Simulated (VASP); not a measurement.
Calculation: LDA (Ceperley-Alder, Perdew-Zunger), VASP's LDA PAW potentials (set 64) (plane waves; VASP).

A VASP calculation is set up with these files.

### INCAR
```
SYSTEM = CsI
PREC = Accurate; ENCUT = 520; LREAL = F
LASPH = T; ICHARG = 11
EDIFF = 1E-7; NELM = 100; ALGO = Normal
LMAXMIX = 4
ISMEAR = 0; SIGMA = 0.05
LWAVE = F; LCHARG = F; LORBIT = 11
```

File POSCAR:
```
CsI
1
    4.4091767125     0.0000000000     0.0000000000
    0.0000000000     4.4091767125     0.0000000000
    0.0000000000     0.0000000000     4.4091767125
Cs I
1 1
Direct
  0.0000000000   0.0000000000   0.0000000000
  0.5000000000   0.5000000000   0.5000000000
```

KPOINTS:
```
k-points along high-symmetry lines
15
Line-mode
Reciprocal
  0.000000   0.000000   0.000000 ! GAMMA
  0.000000   0.500000   0.000000 ! X

  0.000000   0.500000   0.000000 ! X
  0.500000   0.500000   0.000000 ! M

  0.500000   0.500000   0.000000 ! M
  0.000000   0.000000   0.000000 ! GAMMA

  0.000000   0.000000   0.000000 ! GAMMA
  0.500000   0.500000   0.500000 ! R

  0.500000   0.500000   0.500000 ! R
  0.000000   0.500000   0.000000 ! X

  0.500000   0.500000   0.500000 ! R
  0.500000   0.500000   0.000000 ! M
```

POTCAR, in this order: Cs_sv I (LDA.64 set). Program: vasp_std. Read from the step before: CHGCAR.

Output of the run:

File OUTCAR:
```
 ion  position               nearest neighbor table
   1  0.000  0.000  0.000-
   2  0.500  0.500  0.500-
  LATTYP: Found a simple cubic cell.
 ALAT       =     4.4091767125
 Subroutine PRICEL returns:
 Original cell was already a primitive cell.
 Subroutine GETGRP returns: Found 48 space group operations
The static configuration has the point symmetry O_h .
The dynamic configuration has the point symmetry O_h .
 Subroutine INISYM returns: Found 48 space group operations
   k-points           NKPTS =     90   k-points in BZ     NKDIM =     90   number of bands    NBANDS=     12
   number of dos      NEDOS =    301   number of ions     NIONS =      2
   total plane-waves  NPLWV =  46656
   dimension x,y,z NGX =    36 NGY =   36 NGZ =   36
   dimension x,y,z NGXF=    72 NGYF=   72 NGZF=   72
   ions per type =               1   1
   PREC   = accura    normal or accurate (medium, high low for compatibility)
   ISTART =      0    job   : 0-new  1-cont  2-samecut
   ICHARG =     11    charge: 1-file 2-atom 10-const
   ISPIN  =      1    spin polarized calculation?
   LNONCOLLINEAR =      F non collinear calculations
   LSORBIT =      F    spin-orbit coupling
   INIWAV =      1    electr: 0-lowe 1-rand  2-diag
   ENCUT  =  520.0 eV  38.22 Ry    6.18 a.u.   8.20  8.20  8.20*2*pi/ulx,y,z
...
```

File OSZICAR:
```
       N       E                     dE             d eps       ncg     rms          rms(c)
DAV:   1     0.876752299563E+02    0.87675E+02   -0.64572E+03  2160   0.112E+03
DAV:   2     0.598632072395E+00   -0.87077E+02   -0.81543E+02  3140   0.168E+02
DAV:   3    -0.608053885188E+01   -0.66792E+01   -0.66487E+01  2684   0.529E+01
DAV:   4    -0.617258326288E+01   -0.92044E-01   -0.92017E-01  2588   0.755E+00
DAV:   5    -0.617379908434E+01   -0.12158E-02   -0.12158E-02  2652   0.871E-01
DAV:   6    -0.617383438416E+01   -0.35300E-04   -0.35300E-04  2856   0.131E-01
DAV:   7    -0.617383507448E+01   -0.69032E-06   -0.69030E-06  2600   0.165E-02
DAV:   8    -0.617383510058E+01   -0.26096E-07   -0.26094E-07  2308   0.282E-03
   1 F= -.61738351E+01 E0= -.61738351E+01  d E =-.111630E-10
```

### OUTCAR
```
 val. band max:        1.3421038761   @ k =   0.5000   0.5000   0.0000

 cond. band min:       5.1225510136   @ k =   0.0000   0.0000   0.0000



 k-point     1 :       0.0000    0.0000    0.0000
  band No.  band energies     occupation
      1     -18.8946      2.00000
      2      -9.5523      2.00000
      3      -5.5766      2.00000
      4      -5.5766      2.00000
      5      -5.5766      2.00000
      6       1.2785      2.00000
      7       1.2785      2.00000
      8       1.2785      2.00000
      9       5.1226      0.00000
     10       5.1226      0.00000
     11       5.2662      0.00000
     12       9.2409      0.00000

 k-point     2 :       0.0000    0.0357    0.0000
  band No.  band energies     occupation
      1     -18.8940      2.00000
      2      -9.5528      2.00000
      3      -5.5794      2.00000
      4      -5.5754      2.00000
      5      -5.5754      2.00000
      6       1.2432      2.00000
      7       1.2754      2.00000
      8       1.2754      2.00000
      9       5.1310      0.00000
     10       5.1564      0.00000
     11       5.3060      0.00000
     12       9.2344      0.00000

 k-point     3 :       0.0000    0.0714    0.0000
  band No.  band energies     occupation
      1     -18.8925      2.00000
      2      -9.5541      2.00000
      3      -5.5873      2.00000
      4      -5.5717      2.00000
      5      -5.5717      2.00000
      6       1.1429      2.00000
      7       1.2662      2.00000
      8       1.2662      2.00000
      9       5.1562      0.00000
     10       5.2496      0.00000
     11       5.4271      0.00000
     12       9.2154      0.00000

 k-point     4 :       0.0000    0.1071    0.0000
  band No.  band energies     occupation
      1     -18.8900      2.00000
      2      -9.5564      2.00000
      3      -5.5997      2.00000
      4      -5.5658      2.00000
      5      -5.5658      2.00000
      6       0.9924      2.00000
      7       1.2513      2.00000
...
```

The density is held fixed in this step, so its total energy and stress have no physical meaning. Unless said otherwise, spin-orbit coupling is left out, though it shifts the bands of the heavy elements here.

The compound is CsI in the CsCl type structure. It was relaxed first, which changed the volume by -10 %.
